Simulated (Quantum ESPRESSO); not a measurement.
Ge under changes of volume

One of the cells (39.048 Å³/atom); the others are scaled copies at fixed shape and fractional positions:

```
CELL_PARAMETERS angstrom
4.05040 0.00000 0.00000
-2.02520 3.50775 0.00000
0.00000 0.00000 10.99336
ATOMIC_POSITIONS crystal
Ge 0.66667 0.33333 0.41485
Ge 0.33333 0.66667 0.91485
Ge 0.00000 0.00000 0.47745
Ge 0.00000 0.00000 0.97745
```

This isn't the form of Ge at room conditions, which is diamond.

| Item | Value |
| --- | --- |
| Program | Quantum ESPRESSO 7.5 |
| Functional | PBEsol |
| Potentials or basis | GBRV 1.5 PBEsol |
| Cutoff | 612 eV |
| Density cutoff | 4898 eV |
| k mesh | 8 × 8 × 3 |
| Occupations | fermi-dirac, width 0.05 eV |
| Spin | no spin polarisation |

```tsv
volume (Å³/atom)	energy over the lowest point (meV/atom)	pressure (GPa)	gap on the mesh (eV)	largest force (eV/Å)
36.705	0.00	0.1	0.70	0.006
37.486	0.54	-0.5	0.69	0.066
38.267	?	?	?	?
39.048	10.79	-1.7	0.66	0.168
39.829	19.81	-2.2	0.55	0.213
40.610	31.02	-2.6	0.44	0.254
41.391	44.18	-3.0	0.35	0.293
```

Q: What does the run at 38.267 Å³/atom give?

A: Energy over the lowest point 4.26 meV/atom; pressure -1.2 GPa; gap on the mesh 0.68 eV; largest force 0.119 eV/Å.

Worked out: A Birch-Murnaghan fit of order 3 (a polynomial in V^(-2/3)) to the other rows has its minimum at 36.97 Å³/atom with B0 = V·E''(V) = 33 GPa and B' = 4.8 at fixed shape and positions, which overstates the stiffness. It gives 4.26 meV/atom at 38.267 Å³/atom, against the run's 4.26, and -dE/dV = -1.1 GPa, against -1.2. A parabola through the other rows of the gap, of slope -1.73 eV per unit of ln V there, gives 0.68 eV, against the run's 0.68.

Energies are extrapolated to zero smearing.

Caveats: an odd mesh through Γ misses points on the zone boundary, where band edges often lie. Spin-orbit coupling on Ge is left out.
